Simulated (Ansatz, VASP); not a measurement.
**P in VASP and in Ansatz**

INCAR

```
SYSTEM = P
PREC     = Accurate       ! precision mode
ENCUT    = 520            ! plane-wave cutoff, eV
EDIFF    = 1E-6           ! SCF threshold, eV
ISMEAR   = -1             ! smearing method
SIGMA    = 0.1            ! smearing width, eV
LREAL    = .FALSE.        ! projectors in reciprocal space
LASPH    = .TRUE.         ! aspherical terms in the spheres
NELM     = 100            ! most SCF steps
ALGO     = Normal         ! electronic algorithm
ISIF     = 2              ! what is computed and relaxed
LWAVE    = .FALSE.        ! write WAVECAR
LCHARG   = .TRUE.         ! write CHGCAR
GGA      = B5             ! functional
ALDAX    = 1.0          
AGGAX    = 1.0          
AGGAC    = 1.0          
ALDAC    = 0.0          
LELF     = .TRUE.         ! ELF
LVHAR    = .TRUE.       
NBANDS   = 8              ! bands
```

KPOINTS

```
regular mesh
0
G
  16 16 16
  0 0 0
```

The input POSCAR:

```
P
1.0
   -1.6174908248      1.6174908248      1.6174908248
    1.6174908248     -1.6174908248      1.6174908248
    1.6174908248      1.6174908248     -1.6174908248
P
1
Direct
    0.0000000000      0.0000000000      0.0000000000
```

Input for Ansatz:

```yaml
crystal:
  lattice:
    - [-1.6174908248, 1.6174908248, 1.6174908248]
    - [1.6174908248, -1.6174908248, 1.6174908248]
    - [1.6174908248, 1.6174908248, -1.6174908248]
  atoms:
    - { symbol: P, position: [0.0, 0.0, 0.0] }
hamiltonian:
  xc: blyp
  pseudopotentials:
    kind: paw
    azcp:
      P: "pseudopotentials/P.paw.azcp"
basis:
  ecutwfc: 420
  fft_grid_basis: typed
kpoints:
  mp_grid: { grid: [16, 16, 16], shift: [0, 0, 0] }
magnetization:
  spin_polarized: false
scf:
  occupations: { method: fermi_dirac, width: 0.1 }
  lower_state_search: "off"
output:
  stress: true
```

Alike in both runs: task single point; functional BLYP; k mesh 16 × 16 × 16; occupations fermi-dirac, width 0.1 eV; no spin polarisation.

```csv
,VASP,Ansatz
version,VASP 6.6.1,Ansatz 0.2.0
potentials or method,"VASP PAW PBE potentials, release 64 (P)","plane waves (420 eV) with PAW, scalar-relativistic"
plane-wave cutoff (eV),520,420
valence electrons in the cell,5,5
```

|  | VASP | Ansatz | Ansatz less VASP |
| --- | --- | --- | --- |
| pressure (GPa) | -2.3 | -2.4 | -0.13 |

Caveats: the PAW data sets were made with another functional, which shifts forces and pressure a little (VASP).
